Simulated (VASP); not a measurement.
Wanted: the native input for a VASP 6.6.1 run.

| Quantity | Value |
| --- | --- |
| Task | single point |
| Functional | PBE |
| Potentials or basis | VASP PAW PBE potentials, release 64 (As) |
| Cutoff | 520 eV |
| k mesh | 9 × 9 × 9 |
| Occupations | fermi-dirac, width 0.05 eV |
| Spin | no spin polarisation |
| Further INCAR settings | ALGO = Normal; EDIFF = 1e-07; NBANDS = 12 |

The structure of As lies in POSCAR:

```
As
1.0
    1.8807968987      1.0858785957      3.5140619945
   -1.8807968987      1.0858785957      3.5140619945
    0.0000000000     -2.1717571915      3.5140619945
As
2
Direct
    0.2260000000      0.2260000000      0.2260000000
    0.7740000000      0.7740000000      0.7740000000
```

These files were run (other wordings do the same):

INCAR

```
SYSTEM = As
ALGO = Normal
EDIFF = 1E-7
ENCUT = 520
GGA = PE
ISIF = 2
ISMEAR = -1
LASPH = .TRUE.
LCHARG = .FALSE.
LREAL = .FALSE.
LWAVE = .FALSE.
NBANDS = 12
NELM = 60
PREC = Accurate
SIGMA = 0.05
```

KPOINTS

```
k-points
0
G
  9 9 9
  0 0 0
```

Potentials or basis: VASP PAW PBE potentials, release 64 (As).

Launch:

```sh
$ cat potpaw_PBE.64/As/POTCAR > POTCAR
$ mpirun -np 1 vasp_std > vasp.out
```

It gave:

The pressure is 4.0 GPa and the largest force is 0.489 eV/Å. The band gap on the k mesh is none (metal or under the smearing width).

It took 25 s on 1 thread of Intel(R) Xeon(R) Platinum 8488C (Sapphire Rapids), on a shared host, peak memory 0.18 GiB.
